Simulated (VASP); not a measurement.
Crystal: LiS4.

```xyz
5
Lattice="4.7275 0.0000 0.0000 0.0000 4.7275 0.0000 0.0000 0.0000 5.7994" Properties=species:S:1:pos:R:3 pbc="T T T"
Li    0.0000    0.0000    0.0000
S     1.2621    1.2621    2.8997
S     3.4654    3.4654    2.8997
S     3.4654    1.2621    2.8997
S     1.2621    3.4654    2.8997
```

The cell was built by a generator and needn't be a form met in nature.

The cell isn't the ideal one: random cell by space group and Wyckoff sites (P4/mmm, No. 123).

```yaml
Program: VASP 6.6.1
Task: relaxation of cell and atoms
Functional: PBE
Potentials_or_basis: VASP PAW PBE potentials, release 64 (Li_sv, S)
Cutoff: 600 eV
k_mesh: 4 × 4 × 4
Occupations: gaussian, width 0.1 eV
Spin: no spin polarisation
```

At the start: pressure 4.1 GPa; volume 25.92 Å³/atom.

Q: Where does the relaxation end?

A: Over 13 steps the energy falls by 298.7 meV/atom and the volume is 19.68 Å³/atom (-24.1 %); space group P4/mmm (No. 123, to 0.05 Å).

The path:
```tsv
step	energy change (eV)	largest force (eV/Å)	pressure (GPa)	volume (Å³)
1	0.0000	0.0539	4.06	129.61
2	-0.5419	0.4941	-3.93	141.63
3	-0.5540	0.4302	-3.02	139.85
4	-0.8207	0.3040	-2.80	132.35
5	-1.3708	0.3573	-0.82	109.88
6	-1.4080	0.6690	0.63	102.34
7	-1.4076	0.5727	0.14	104.63
8	-1.4568	0.0189	-1.91	101.46
9	-1.4620	0.1136	-1.49	102.17
10	-1.4861	0.0537	0.49	96.30
11	-1.4874	0.0661	0.08	97.32
12	-1.4913	0.0462	0.08	97.75
13	-1.4936	0.0206	0.11	98.39
```

Final structure:
```cif
data_structure
_symmetry_space_group_name_H-M 'P 1'
_symmetry_Int_Tables_number 1
_cell_length_a 4.9642
_cell_length_b 4.9642
_cell_length_c 3.9925
_cell_angle_alpha 90.000
_cell_angle_beta 90.000
_cell_angle_gamma 90.000
_cell_volume 98.39
loop_
_atom_site_label
_atom_site_type_symbol
_atom_site_fract_x
_atom_site_fract_y
_atom_site_fract_z
_atom_site_occupancy
Li1 Li 0.00000 0.00000 0.00000 1
S1 S 0.27300 0.27300 0.50000 1
S2 S 0.72700 0.72700 0.50000 1
S3 S 0.72700 0.27300 0.50000 1
S4 S 0.27300 0.72700 0.50000 1
```

Caveat: the cutoff is under 1.25 times the usual one of these potentials, so pressure, stress and relaxed cells hold a basis-set (Pulay) error; the volume moved by over 15 % at a fixed basis, so the end points are rough.
